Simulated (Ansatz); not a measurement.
# Si11O20: the cost of one run

All numbers below are computed with Ansatz 0.2.0 (DFT PBE, plane waves, PAW, scalar-relativistic, no spin polarisation).

**1. The starting structure**

The cell holds 31 atoms (O20Si11): a = 7.194 Å, b = 7.194 Å, c = 12.127 Å, α = 90.00°, β = 90.00°, γ = 90.00°.

The coordinates stand in the first input below.

**2. Relaxing end A**

File input.yaml:

```yaml
crystal:
  lattice:
    - [7.193679, 0.0, 0.0]
    - [0.0, 7.193679, 0.0]
    - [0.0, 0.0, 12.127172]
  atoms:
    - { symbol: Si, position: [0.0, 0.0, 0.0] }
    - { symbol: Si, position: [0.2059929, 0.0, 0.7877773] }
    - { symbol: Si, position: [0.5, 0.2940071, 0.7122227] }
    - { symbol: Si, position: [0.0, 0.2059929, 0.2122227] }
    - { symbol: Si, position: [0.2940071, 0.5, 0.2877773] }
    - { symbol: O, position: [0.0, 0.181519, 0.0790927] }
    - { symbol: O, position: [0.681519, 0.5, 0.4209073] }
    - { symbol: O, position: [0.318481, 0.5, 0.4209073] }
    - { symbol: O, position: [0.0, 0.818481, 0.0790927] }
    - { symbol: O, position: [0.0, 0.0, 0.7337135] }
    - { symbol: O, position: [0.0, 0.0, 0.2662865] }
    - { symbol: O, position: [0.8167715, 0.3167715, 0.25] }
    - { symbol: O, position: [0.8167715, 0.6832285, 0.25] }
    - { symbol: O, position: [0.1832285, 0.3167715, 0.25] }
    - { symbol: O, position: [0.1832285, 0.6832285, 0.25] }
    - { symbol: Si, position: [0.5, 0.5, 0.5] }
    - { symbol: Si, position: [0.7059929, 0.5, 0.2877773] }
    - { symbol: Si, position: [0.0, 0.7940071, 0.2122227] }
    - { symbol: Si, position: [0.5, 0.7059929, 0.7122227] }
    - { symbol: Si, position: [0.7940071, 0.0, 0.7877773] }
    - { symbol: O, position: [0.5, 0.681519, 0.5790927] }
    - { symbol: O, position: [0.181519, 0.0, 0.9209073] }
    - { symbol: O, position: [0.818481, 0.0, 0.9209073] }
    - { symbol: O, position: [0.5, 0.318481, 0.5790927] }
    - { symbol: O, position: [0.5, 0.5, 0.2337135] }
    - { symbol: O, position: [0.5, 0.5, 0.7662865] }
    - { symbol: O, position: [0.3167715, 0.8167715, 0.75] }
    - { symbol: O, position: [0.3167715, 0.1832285, 0.75] }
    - { symbol: O, position: [0.6832285, 0.8167715, 0.75] }
    - { symbol: O, position: [0.6832285, 0.1832285, 0.75] }
    - { symbol: Si, position: [0.0052381, 0.7888125, 0.4975028] }
basis:
  ecutwfc: 420.0
kpoints:
  mp_grid: { grid: [2, 2, 1] }
hamiltonian:
  xc: pbe
  pseudopotentials: { kind: paw, azcp: { folder: soft_1 } }
scf:
  occupations: { method: gaussian, width: 0.02 }
  lower_state_search: "off"
relax:
  f_tol: 0.03
  max_steps: 60
  adjacent_minimum: "off"
```

On the command line:

```sh
> ansatz run input.yaml --threads 2 --pin off --max-ram 5120MiB --backend cpu --events-out ev --progress --plain --runs-dir out
```

**Question.** How long does this run take on 2 threads of Arm Neoverse V1, shared host, and how much memory does it need?

About 4 min, with a peak of 1.1 GiB.
